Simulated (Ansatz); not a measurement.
# BN in Ansatz: the effect of functional

The system is BN.

```xyz
2
Lattice="2.5247 0.0000 0.0000 -1.2550 2.1906 0.0000 -0.6348 -1.0953 3.0426" Properties=species:S:1:pos:R:3 pbc="T T T"
N     0.6453   -0.3508    2.9969
B     1.2379    2.1525    0.0055
```

The cell comes from a database or a generator and needn't be the stable form of this composition.

The cell isn't the ideal one: volume scaled by 1.02.

Alike in all runs:

- Program: Ansatz 0.2.0
- Task: single point
- Potentials or basis: Ansatz PAW
- k mesh: 13 × 13 × 9
- Occupations: fermi-dirac, width 0.05 eV
- Spin: no spin polarisation

Task: One run gave: gap on the mesh 3.30 eV; pressure -4.5 GPa; largest force 2.62 eV/Å. Which functional did it use?
A. LDA
B. r2SCAN
C. PBEsol

Result: B.

```tsv
functional	cutoff	gap on the mesh (eV)	pressure (GPa)	largest force (eV/Å)
LDA	420 eV (not typed: the program's choice for these potentials)	2.66	-8.9	2.58
PBEsol	420 eV (not typed: the program's choice for these potentials)	2.73	-3.6	2.62
r2SCAN	500 eV (not typed: the program's choice for these potentials)	3.30	-4.5	2.62
```

Caveats: odd divisions of the mesh miss points on the zone boundary, where band edges often lie, so the gap on the mesh can be too wide; the PAW data sets come from PBE, with cores solved anew for the run's functional, which leaves a small shift of forces and pressure; forces of over 1 eV/Å show positions far from the minimum, so gaps and moduli don't describe the material at rest.

A k mesh can miss the band edges.
